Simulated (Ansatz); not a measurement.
## Hf₂S: pressure against volume

Hf₂S, P6_3/mmc, a = 3.347 Å, c = 11.664 Å. The structure is a Materials Project entry; whether it is the stable form wasn't checked. Ansatz: PBEsol, PAW, 420 eV, Γ-centred 12×12×4 mesh on 6 atoms, Gaussian smearing 0.10 eV; no spin polarisation. Shape and atoms are relaxed at each volume; pressure is positive in compression.

```tsv
V (Å³/atom)	P (GPa)
17.724	9.80
18.289	4.55
18.855	0.00
19.421	-3.93
19.986	?
```

Question: Take V0 = 18.855 Å³/atom, fit the third-order Birch–Murnaghan form to the other rows, and predict the missing pressure.

Answer: With the Eulerian strain f = ½[(V0/V)^(2/3) − 1] and y = P/[3f(1 + 2f)^(5/2)], the form is the line y = B0 + 1.5 B0 (B0′ − 4) f. Rows (f, y): 0.02105, 140.0; 0.01026, 140.5; -0.00976, 141.0. Means f = 0.007183, y = 140.50; Σ(Δf)² = 0.0004888, ΣΔfΔy = -0.01540; the slope is their ratio. y = 140.7 − 31.51 f GPa, so B0 = 140.7 GPa and B0′ = 4 + 2 × (-31.51)/(3 × 140.7) = 3.85. At V = 19.986, f = -0.01905, y = 141.30 and P = -7.33 GPa. The run gave -7.31 GPa, so the fit is 0.02 GPa too low, a small miss on the scale of the series. The form still works here, 33 % of the fitted range beyond its end.

Spin–orbit coupling is left out, which can shift energies with elements as heavy as these.